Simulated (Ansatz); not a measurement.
# Errors in the dipole moment

6 molecules; the dipole moment in D, computed less measured. Shapes, held fixed at every level: PBE0-D4/def2-TZVP. No vibrational averaging. Dipoles are compared by magnitude; molecules under 1 D, whose direction can flip, are left out. Programs: Ansatz 0.2.0. Measured values: NIST CCCBDB.

Levels: A = PBE-D4/def2-TZVPP; B = r2SCAN-D4/def2-TZVPP; C = wB97M-V/def2-TZVPP.

```
                              molecule  measured      A      B      C
             HNC (hydrogen isocyanide)      3.05  +0.09  +0.09  +0.02
        SiH2Cl2 (dichlorosilane (DCS))      1.13  -0.09  -0.02   0.00
                 C2H3Cl (SMILES C=CCl)      1.45  -0.19  -0.09  -0.07
                C3H2N2 (malononitrile)      3.73  +0.04  +0.15  +0.13
C2H3ClF2 (1-chloro-1,1-difluoroethane)      2.14  -0.08  +0.03  +0.01
                C3H4O (cyclopropanone)      2.67  +0.10  +0.22  +0.27
```

Task: Sum up the errors.

Result: 
```
               level                    kind  mean error  mean absolute error  worst case
   PBE-D4/def2-TZVPP                     GGA      -0.022                0.098      C2H3Cl
r2SCAN-D4/def2-TZVPP                meta-GGA      +0.063                0.100       C3H4O
  wB97M-V/def2-TZVPP  range-separated hybrid      +0.060                0.083       C3H4O
```

On this set wB97M-V/def2-TZVPP has the smallest mean absolute error and r2SCAN-D4/def2-TZVPP the largest. Without C3H4O the largest would be that of PBE-D4/def2-TZVPP. r2SCAN-D4/def2-TZVPP is too high in 4 of 6; wB97M-V/def2-TZVPP is too high in 4 of 6. The smallest two are near a tie. The largest two are near a tie. The set is small.

PBE's near-zero mean error reflects cancellation, not accuracy: it underestimates all three chlorine compounds and overestimates the other three molecules. Going from PBE to either r2SCAN or wB97M-V raises the dipole in every molecule except HNC, probably because PBE places too little charge at the electronegative end of the polar bonds. HNC is a plausible exception, since its carbon lone pair makes carbon the negative end, while the π electrons are polarised the opposite way, towards nitrogen. Greater π polarisation would therefore not enlarge the total moment.

The upward shift helps the chlorine compounds, where PBE is too low, but worsens malononitrile and cyclopropanone, where it is already too high. Cyclopropanone is overestimated at all three levels, most strongly by wB97M-V at +0.27 D. This suggests a contribution common to all levels, such as the shared geometry or the reference value, so that error can't be assigned to the functional alone. The data support a systematic difference in polarity between PBE and the other two functionals more firmly than any ranking by overall accuracy.
